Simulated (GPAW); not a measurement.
# Hf (Fm-3m) in GPAW: further runs

One crystal, Hf, is run at these levels: PBEsol+D3(BJ)+ATM, PBEsol+D4; tasks: relaxation of cell and atoms.

Program: GPAW 26.7.0. These are calculated values, not measurements. Logs are shortened: lines on timing, memory, paths and dates and some standing lists are left out, and cuts for length are marked. The log counts tension as positive stress, the text compression.

### 1 Starting point

The structure is cubic, space group Fm-3m (No. 225). The conventional cell has a = 4.440 Å, b = 4.440 Å, c = 4.440 Å, α = 90.00°, β = 90.00°, γ = 90.00°. Hf (site symmetry m-3m) has 12 Hf at 3.14 Å as nearest neighbours.

This isn't the form of Hf at room conditions, which is hcp.

### 2 Relaxation of cell and atoms, PBEsol+D3(BJ)+ATM

run.py

```python
from ase import Atoms
from ase.calculators.mixing import SumCalculator
from ase.filters import FrechetCellFilter
from ase.io import write
from ase.optimize import BFGS
from dftd3.ase import DFTD3
from gpaw import GPAW, PW, setup_paths

setup_paths.insert(0, '.')

atoms = Atoms(['Hf'],
              cell=[[0.0, 2.22, 2.22],
                    [2.22, 0.0, 2.22],
                    [2.22, 2.22, 0.0]],
              scaled_positions=[[0.0, 0.0, 0.0]],
              pbc=True)

calc = GPAW(mode=PW(600),
            xc='PBEsol',
            kpts={'size': (10, 10, 10), 'gamma': True},
            occupations={'name': 'fermi-dirac', 'width': 0.05},
            nbands=14,
            convergence={'density': 1e-05, 'forces': 0.0001},
            maxiter=150,
            txt='gpaw.txt')
atoms.calc = SumCalculator([calc, DFTD3(damping='d3bj', params_tweaks=dict(method='pbesol', atm=True))])
opt = BFGS(FrechetCellFilter(atoms), trajectory='relax.traj', logfile='-')
done = opt.run(fmax=0.02, steps=60)
calc.write('gs.gpw')
write('result.traj', atoms)
print('Converged:', done)
print('Cell:', atoms.cell.cellpar().round(4))
print('Volume:', round(atoms.get_volume(), 4))
print(atoms.get_scaled_positions().round(5))
```

Potentials or basis: PAW data sets generated in the run's folder for this functional, pw.

Run with:

```sh
$ gpaw-setup -f PBEsol Hf
$ OMP_NUM_THREADS=1 python run.py
```

gpaw.txt:

```text
__  _  _
 | _ |_)|_||  |
 |__||  | ||/\| - 26.7.0

Input parameters:
  mode=PW(ecut=600.0),
  convergence={'density': 1e-05, 'forces': 0.0001},
  kpts=MonkhorstPack(size=(10, 10, 10), gamma=True),
  maxiter=150,
  nbands=14,
  occupations=Occupations(name='fermi-dirac', width=0.05),
  xc=XC(name='PBEsol')

Diagonalizing LCAO Hamiltonian
Converting LCAO to pw mode

       Hf

Atoms  # Å, Bohr magnetons
|   | symbol |        x |        y |        z |    initial magnetic moments |
|---|--------|----------|----------|----------|-----------------------------|
| 0 |     Hf | 0.000000 | 0.000000 | 0.000000 | ( 0.0000,  0.0000,  0.0000) |

Unit cell  # Å
| periodic |        x |        y |        z |  lengths |    angles |
|----------|----------|----------|----------|----------|-----------|
|      yes | 0.000000 | 2.220000 | 2.220000 | 3.139554 | 60.000000 |
|      yes | 2.220000 | 0.000000 | 2.220000 | 3.139554 | 60.000000 |
|      yes | 2.220000 | 2.220000 | 0.000000 | 3.139554 | 60.000000 |

Number of symmetries: 48
Symmetry operations  # r_c * U_cc + t_c -> r_c
|    | kind |            matrix            |
|----|------|------------------------------|
|  0 |  σ   |  1, 0, 0,  1, 0,-1,  1,-1, 0 |
|  1 |  C2  |  1, 0, 0,  1,-1, 0,  1, 0,-1 |
|  2 |  E   |  1, 0, 0,  0, 1, 0,  0, 0, 1 |
|  3 |  σ   |  1, 0, 0,  0, 0, 1,  0, 1, 0 |
|  4 |  C4  |  1, 0,-1,  1, 0, 0,  1,-1, 0 |
|  5 |  S6  |  1, 0,-1,  1,-1, 0,  1, 0, 0 |
|  6 |  σ   |  1, 0,-1,  0, 1,-1,  0, 0,-1 |
|  7 |  C3  |  1, 0,-1,  0, 0,-1,  0, 1,-1 |
|  8 |  S6  |  1,-1, 0,  1, 0, 0,  1, 0,-1 |
[... 149 lines left out ...]
SCF iterations
|iter     | |      energy | eigst |  dens |force |
|---------|-|-------------|-------|-------|------|
|iter:   1| |   -8.102033 | -0.25 |       |      |
|iter:   2| |   -8.085675 | -3.05 | -1.32 |      |
|iter:   3| |   -8.005814 | -2.03 | -1.35 |      |
|iter:   4| |   -8.009440 | -3.39 | -1.97 |      |
|iter:   5| |   -8.010341c| -4.73 | -2.39 |      |
|iter:   6| |   -8.010346c| -6.87 | -3.73 |      |
|iter:   7| |   -8.010347c| -7.98c| -4.18 |      |
|iter:   8| |   -8.010347c| -9.54c| -5.55c|      |
|iter:   9| |   -8.010347c|-10.23c| -6.03c|-24.53c|

Converged in 9 steps
Energy contributions relative to reference atoms: (reference = -409762.375317)

Energy contributions:
  Kinetic:           6.107696
  Coulomb:          -5.612539
  Zero:             -0.498581
  External:          0.000000
  Xc:               -8.001372
  Entropy:          -0.011102
  Spinorbit:         0.000000
  ----------------------------
  Free energy:      -8.015898
  Extrapolated:     -8.010347
[... 25 lines left out ...]
Stress tensor  # eV/Ang^3
|         x |         y |         z |
|-----------|-----------|-----------|
|  0.007575 | -0.000000 | -0.000000 |
| -0.000000 |  0.007575 |  0.000000 |
| -0.000000 |  0.000000 |  0.007575 |

Forces  # eV/Ang
[... 25 lines left out ...]
|  1 |  C2  |  1, 0, 0,  1,-1, 0,  1, 0,-1 |
|  2 |  E   |  1, 0, 0,  0, 1, 0,  0, 0, 1 |
|  3 |  σ   |  1, 0, 0,  0, 0, 1,  0, 1, 0 |
|  4 |  C4  |  1, 0,-1,  1, 0, 0,  1,-1, 0 |
|  5 |  S6  |  1, 0,-1,  1,-1, 0,  1, 0, 0 |
|  6 |  σ   |  1, 0,-1,  0, 1,-1,  0, 0,-1 |
|  7 |  C3  |  1, 0,-1,  0, 0,-1,  0, 1,-1 |
|  8 |  S6  |  1,-1, 0,  1, 0, 0,  1, 0,-1 |
[... 149 lines left out ...]
SCF iterations
|iter     | |      energy | eigst |  dens |force |
|---------|-|-------------|-------|-------|------|
|iter:   1| |   -8.023787 | -1.05 |       |      |
|iter:   2| |   -8.021206 | -4.09 | -1.91 |      |
|iter:   3| |   -8.008983 | -3.01 | -1.94 |      |
|iter:   4| |   -8.009456 | -4.57 | -2.80 |      |
|iter:   5| |   -8.009682c| -5.75 | -3.11 |      |
|iter:   6| |   -8.009684c| -7.94c| -4.34 |      |
|iter:   7| |   -8.009684c| -7.91c| -4.78 |      |
|iter:   8| |   -8.009684c| -9.34c| -5.74c|      |
|iter:   9| |   -8.009684c|-10.08c| -6.20c|-25.50c|

Converged in 9 steps
Energy contributions relative to reference atoms: (reference = -409762.375317)

Energy contributions:
  Kinetic:           8.125269
  Coulomb:          -7.211808
  Zero:             -0.499376
  External:          0.000000
  Xc:               -8.418525
  Entropy:          -0.010491
  Spinorbit:         0.000000
  ----------------------------
  Free energy:      -8.014930
  Extrapolated:     -8.009684
[... 25 lines left out ...]
Stress tensor  # eV/Ang^3
|         x |         y |         z |
|-----------|-----------|-----------|
| -0.011326 |  0.000000 |  0.000000 |
|  0.000000 | -0.011326 | -0.000000 |
|  0.000000 | -0.000000 | -0.011326 |

Forces  # eV/Ang
|       x |        y |        z |
|---------|----------|----------|
| 0.00000 | -0.00000 | -0.00000 |  # Hf   0

Interpolating wave functions to new cell

       Hf

Atoms  # Å, Bohr magnetons
|   | symbol |        x |        y |         z |    initial magnetic moments |
|---|--------|----------|----------|-----------|-----------------------------|
| 0 |     Hf | 0.000000 | 0.000000 | -0.000000 | ( 0.0000,  0.0000,  0.0000) |

Unit cell  # Å
| periodic |         x |        y |        z |  lengths |    angles |
|----------|-----------|----------|----------|----------|-----------|
|      yes | -0.000000 | 2.189113 | 2.189113 | 3.095873 | 60.000000 |
|      yes |  2.189113 | 0.000000 | 2.189113 | 3.095873 | 60.000000 |
|      yes |  2.189113 | 2.189113 | 0.000000 | 3.095873 | 60.000000 |

Number of symmetries: 48
Symmetry operations  # r_c * U_cc + t_c -> r_c
|    | kind |            matrix            |
|----|------|------------------------------|
|  0 |  σ   |  1, 0, 0,  1, 0,-1,  1,-1, 0 |
|  1 |  C2  |  1, 0, 0,  1,-1, 0,  1, 0,-1 |
|  2 |  E   |  1, 0, 0,  0, 1, 0,  0, 0, 1 |
|  3 |  σ   |  1, 0, 0,  0, 0, 1,  0, 1, 0 |
|  4 |  C4  |  1, 0,-1,  1, 0, 0,  1,-1, 0 |
|  5 |  S6  |  1, 0,-1,  1,-1, 0,  1, 0, 0 |
|  6 |  σ   |  1, 0,-1,  0, 1,-1,  0, 0,-1 |
|  7 |  C3  |  1, 0,-1,  0, 0,-1,  0, 1,-1 |
|  8 |  S6  |  1,-1, 0,  1, 0, 0,  1, 0,-1 |
[... 149 lines left out ...]
SCF iterations
|iter     | |      energy | eigst |  dens |force |
|---------|-|-------------|-------|-------|------|
|iter:   1| |   -8.008799 | -1.53 |       |      |
|iter:   2| |   -8.007965 | -4.59 | -2.15 |      |
|iter:   3| |   -8.004005c| -3.51 | -2.19 |      |
|iter:   4| |   -8.004160c| -5.06 | -3.05 |      |
|iter:   5| |   -8.004233c| -6.24 | -3.36 |      |
|iter:   6| |   -8.004234c| -7.47c| -4.61 |      |
|iter:   7| |   -8.004234c| -8.11c| -5.03c|      |
|iter:   8| |   -8.004234c| -9.21c| -6.04c|-25.15c|

Converged in 8 steps
Energy contributions relative to reference atoms: (reference = -409762.375317)

Energy contributions:
  Kinetic:           9.321979
  Coulomb:          -8.160028
  Zero:             -0.499711
  External:          0.000000
  Xc:               -8.661320
  Entropy:          -0.010307
  Spinorbit:         0.000000
  ----------------------------
  Free energy:      -8.009388
  Extrapolated:     -8.004234
[... 25 lines left out ...]
Stress tensor  # eV/Ang^3
|         x |         y |         z |
|-----------|-----------|-----------|
| -0.023054 | -0.000000 |  0.000000 |
| -0.000000 | -0.023054 |  0.000000 |
|  0.000000 |  0.000000 | -0.023054 |

Forces  # eV/Ang
|       x |        y |       z |
|---------|----------|---------|
| 0.00000 | -0.00000 | 0.00000 |  # Hf   0

# Writing to gs.gpw (mode='')
```

It took 28 s on 1 thread of Arm Neoverse V2, shared host; peak memory 0.15 GiB.

Results:

| Item | Value |
| --- | --- |
| Free energy | -8.5170 eV |
| Relaxed volume | 20.98 Å³/atom |
| Relaxed cell | a = 3.096 Å, b = 3.096 Å, c = 3.096 Å, α = 60.00°, β = 60.00°, γ = 60.00° |
| Space group after relaxing (to 0.05 Å) | Fm-3m (No. 225) |
| Energy gained by relaxing | 13.5 meV/atom |
| Ionic steps | 3 |
| Pressure after relaxing | 0.1 GPa |
| Band gap on the k mesh | none (metal or under the smearing width) |
| Dispersion energy per atom | -0.508 eV |

Step by step:
```csv
step,energy change (eV),largest force (eV/Å),pressure (GPa),volume (Å³)
1,0.0000,0.0000,-4.57,21.88
2,-0.0118,0.0000,-1.71,21.30
3,-0.0135,0.0000,0.07,20.98
```

Final structure:
```
CELL_PARAMETERS angstrom
0.00000 2.18911 2.18911
2.18911 0.00000 2.18911
2.18911 2.18911 0.00000
ATOMIC_POSITIONS crystal
Hf 0.00000 0.00000 0.00000
```

Caveat: later steps reuse the first step's grids; pairwise dispersion overbinds metals, which lowers pressure and volume. The run has no spin-orbit coupling, so splittings on Hf are missing.

### 3 Relaxation of cell and atoms, PBEsol+D4

run.py: that of step 2 with these lines changed.

```diff
@@ -5,3 +5,3 @@
 from ase.optimize import BFGS
-from dftd3.ase import DFTD3
+from dftd4.ase import DFTD4
 from gpaw import GPAW, PW, setup_paths
@@ -25,3 +25,3 @@
             txt='gpaw.txt')
-atoms.calc = SumCalculator([calc, DFTD3(damping='d3bj', params_tweaks=dict(method='pbesol', atm=True))])
+atoms.calc = SumCalculator([calc, DFTD4(method='pbesol')])
 opt = BFGS(FrechetCellFilter(atoms), trajectory='relax.traj', logfile='-')
```

Potentials or basis: PAW data sets generated in the run's folder for this functional, pw.

Run with:

```sh
$ gpaw-setup -f PBEsol Hf
$ OMP_NUM_THREADS=1 python run.py
```

gpaw.txt:

```text
__  _  _
 | _ |_)|_||  |
 |__||  | ||/\| - 26.7.0

Input parameters:
  mode=PW(ecut=600.0),
  convergence={'density': 1e-05, 'forces': 0.0001},
  kpts=MonkhorstPack(size=(10, 10, 10), gamma=True),
  maxiter=150,
  nbands=14,
  occupations=Occupations(name='fermi-dirac', width=0.05),
  xc=XC(name='PBEsol')

Diagonalizing LCAO Hamiltonian
Converting LCAO to pw mode

       Hf

Atoms  # Å, Bohr magnetons
|   | symbol |        x |        y |        z |    initial magnetic moments |
|---|--------|----------|----------|----------|-----------------------------|
| 0 |     Hf | 0.000000 | 0.000000 | 0.000000 | ( 0.0000,  0.0000,  0.0000) |

Unit cell  # Å
| periodic |        x |        y |        z |  lengths |    angles |
|----------|----------|----------|----------|----------|-----------|
|      yes | 0.000000 | 2.220000 | 2.220000 | 3.139554 | 60.000000 |
|      yes | 2.220000 | 0.000000 | 2.220000 | 3.139554 | 60.000000 |
|      yes | 2.220000 | 2.220000 | 0.000000 | 3.139554 | 60.000000 |

Number of symmetries: 48
Symmetry operations  # r_c * U_cc + t_c -> r_c
|    | kind |            matrix            |
|----|------|------------------------------|
|  0 |  σ   |  1, 0, 0,  1, 0,-1,  1,-1, 0 |
|  1 |  C2  |  1, 0, 0,  1,-1, 0,  1, 0,-1 |
|  2 |  E   |  1, 0, 0,  0, 1, 0,  0, 0, 1 |
|  3 |  σ   |  1, 0, 0,  0, 0, 1,  0, 1, 0 |
|  4 |  C4  |  1, 0,-1,  1, 0, 0,  1,-1, 0 |
|  5 |  S6  |  1, 0,-1,  1,-1, 0,  1, 0, 0 |
|  6 |  σ   |  1, 0,-1,  0, 1,-1,  0, 0,-1 |
|  7 |  C3  |  1, 0,-1,  0, 0,-1,  0, 1,-1 |
|  8 |  S6  |  1,-1, 0,  1, 0, 0,  1, 0,-1 |
[... 149 lines left out ...]
SCF iterations
|iter     | |      energy | eigst |  dens |force |
|---------|-|-------------|-------|-------|------|
|iter:   1| |   -8.102033 | -0.25 |       |      |
|iter:   2| |   -8.085675 | -3.05 | -1.32 |      |
|iter:   3| |   -8.005814 | -2.03 | -1.35 |      |
|iter:   4| |   -8.009440 | -3.39 | -1.97 |      |
|iter:   5| |   -8.010341c| -4.73 | -2.39 |      |
|iter:   6| |   -8.010346c| -6.87 | -3.73 |      |
|iter:   7| |   -8.010347c| -7.98c| -4.18 |      |
|iter:   8| |   -8.010347c| -9.54c| -5.55c|      |
|iter:   9| |   -8.010347c|-10.23c| -6.03c|-24.69c|

Converged in 9 steps
Energy contributions relative to reference atoms: (reference = -409762.375317)

Energy contributions:
  Kinetic:           6.107696
  Coulomb:          -5.612539
  Zero:             -0.498581
[... 235 lines left out ...]
Energy contributions relative to reference atoms: (reference = -409762.375317)

Energy contributions:
  Kinetic:           7.021714
  Coulomb:          -6.337042
  Zero:             -0.498832
  External:          0.000000
  Xc:               -8.191863
  Entropy:          -0.010781
  Spinorbit:         0.000000
  ----------------------------
  Free energy:      -8.016803
  Extrapolated:     -8.011413
[... 22 lines left out ...]
No gap
No difference between direct/indirect transitions

Stress tensor  # eV/Ang^3
|         x |         y |         z |
|-----------|-----------|-----------|
| -0.000858 |  0.000000 | -0.000000 |
|  0.000000 | -0.000858 | -0.000000 |
| -0.000000 | -0.000000 | -0.000858 |

Forces  # eV/Ang
|       x |       y |       z |
|---------|---------|---------|
| 0.00000 | 0.00000 | 0.00000 |  # Hf   0

Interpolating wave functions to new cell

       Hf

Atoms  # Å, Bohr magnetons
|   | symbol |        x |        y |         z |    initial magnetic moments |
|---|--------|----------|----------|-----------|-----------------------------|
| 0 |     Hf | 0.000000 | 0.000000 | -0.000000 | ( 0.0000,  0.0000,  0.0000) |

Unit cell  # Å
| periodic |         x |         y |         z |  lengths |    angles |
|----------|-----------|-----------|-----------|----------|-----------|
|      yes | -0.000000 |  2.205810 |  2.205810 | 3.119487 | 60.000000 |
|      yes |  2.205810 | -0.000000 |  2.205810 | 3.119487 | 60.000000 |
|      yes |  2.205810 |  2.205810 | -0.000000 | 3.119487 | 60.000000 |

Number of symmetries: 48
Symmetry operations  # r_c * U_cc + t_c -> r_c
|    | kind |            matrix            |
|----|------|------------------------------|
|  0 |  σ   |  1, 0, 0,  1, 0,-1,  1,-1, 0 |
|  1 |  C2  |  1, 0, 0,  1,-1, 0,  1, 0,-1 |
|  2 |  E   |  1, 0, 0,  0, 1, 0,  0, 0, 1 |
|  3 |  σ   |  1, 0, 0,  0, 0, 1,  0, 1, 0 |
|  4 |  C4  |  1, 0,-1,  1, 0, 0,  1,-1, 0 |
|  5 |  S6  |  1, 0,-1,  1,-1, 0,  1, 0, 0 |
|  6 |  σ   |  1, 0,-1,  0, 1,-1,  0, 0,-1 |
|  7 |  C3  |  1, 0,-1,  0, 0,-1,  0, 1,-1 |
|  8 |  S6  |  1,-1, 0,  1, 0, 0,  1, 0,-1 |
[... 149 lines left out ...]
SCF iterations
|iter     | |      energy | eigst |  dens |force |
|---------|-|-------------|-------|-------|------|
|iter:   1| |   -8.011894 | -2.20 |       |      |
|iter:   2| |   -8.011723 | -5.25 | -2.49 |      |
|iter:   3| |   -8.010937c| -4.19 | -2.53 |      |
|iter:   4| |   -8.010973c| -5.74 | -3.39 |      |
|iter:   5| |   -8.010988c| -6.92 | -3.69 |      |
|iter:   6| |   -8.010989c| -8.12c| -4.90 |      |
|iter:   7| |   -8.010989c| -8.74c| -5.34c|      |
|iter:   8| |   -8.010989c| -9.78c| -6.35c|-25.51c|

Converged in 8 steps
Energy contributions relative to reference atoms: (reference = -409762.375317)

Energy contributions:
  Kinetic:           7.549420
  Coulomb:          -6.755360
  Zero:             -0.499086
  External:          0.000000
  Xc:               -8.300649
  Entropy:          -0.010629
  Spinorbit:         0.000000
  ----------------------------
  Free energy:      -8.016303
  Extrapolated:     -8.010989
[... 22 lines left out ...]
No gap
No difference between direct/indirect transitions

Stress tensor  # eV/Ang^3
|         x |         y |         z |
|-----------|-----------|-----------|
| -0.005824 |  0.000000 | -0.000000 |
|  0.000000 | -0.005824 |  0.000000 |
| -0.000000 |  0.000000 | -0.005824 |

Forces  # eV/Ang
|       x |        y |        z |
|---------|----------|----------|
| 0.00000 | -0.00000 | -0.00000 |  # Hf   0

# Writing to gs.gpw (mode='')
```

Run time: 28 s. Hardware: 1 thread of Arm Neoverse V2, shared host; peak memory 0.15 GiB.

Results:

```yaml
Free_energy: -8.1437 eV
Relaxed_volume: 21.47 Å³/atom
Relaxed_cell: a = 3.119 Å, b = 3.119 Å, c = 3.119 Å, α = 60.00°, β = 60.00°, γ = 60.00°
Space_group_after_relaxing_to_0.05_Å: Fm-3m (No. 225)
Energy_gained_by_relaxing: 3.0 meV/atom
Ionic_steps: 3
Pressure_after_relaxing: 0.0 GPa
Band_gap_on_the_k_mesh: none (metal or under the smearing width)
Dispersion_energy_per_atom: -0.127 eV
```

The path:
```tsv
step	energy change (eV)	largest force (eV/Å)	pressure (GPa)	volume (Å³)
1	0.0000	0.0000	-2.10	21.88
2	-0.0026	0.0000	-0.77	21.62
3	-0.0030	0.0000	0.02	21.47
```

Final structure:
```yaml
crystal:
  lattice:
    - [0.00000, 2.20581, 2.20581]
    - [2.20581, 0.00000, 2.20581]
    - [2.20581, 2.20581, 0.00000]
  atoms:
    - { symbol: Hf, position: [0.00000, 0.00000, 0.00000] }
```

Caveat: later steps reuse the first step's grids; pairwise dispersion overbinds metals, which lowers pressure and volume.
